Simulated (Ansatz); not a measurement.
## Axial (c/a) deformation path in CoO

Method: DFT PBEsol, scalar-relativistic, plane waves, PAW in Ansatz 0.2.0. The runs took a 420 eV cutoff, a Γ-centred 24×24×24 mesh and Gaussian smearing (0.15 eV). Collinear spins, started from moments 2.6, 0.3 μB in atom order; the magnetic state may not be the lowest. Energies are free energies at this smearing, counted from the undisturbed cell; pressure is positive in compression.

The undisturbed cell (as given, not relaxed at this level; it stands at -9.1 GPa):

```
Co O
1.0
     1.50547    0.86918    2.43993
    -1.50547    0.86918    2.43993
     0.00000   -1.73837    2.43993
Co O
1 1
Direct
  0.00000 0.00000 0.00000
  0.50000 0.50000 0.50000
```

At fixed volume and fractional coordinates, lengths along (0.000, 0.000, 1.000) are scaled against those across it; ρ is that ratio over its starting value. The cell is metallic on the mesh throughout. At ρ = 1.008 the cell becomes cubic (Fm-3m), and there the slope of the energy vanishes by symmetry. At -9 GPa the given cell is far from its own equilibrium, so these figures belong to a strongly strained crystal.

```csv
ρ,ΔE (meV/atom),pressure (GPa),moment (μB/cell)
0.850,10.7,-12.4,2.89
0.920,-1.6,-10.3,2.91
1.000,0.0,-9.1,2.93
1.100,-3.3,?,?
1.200,6.3,-13.2,2.88
```

Problem. Give the withheld values.

Solution. pressure (GPa) at ρ = 1.100: -10.3; moment (μB/cell) at ρ = 1.100: 2.91.

Cost: 5 runs of about 6.1 core-minutes in all, on AMD EPYC 7R43 (Zen 3) (shared hosts).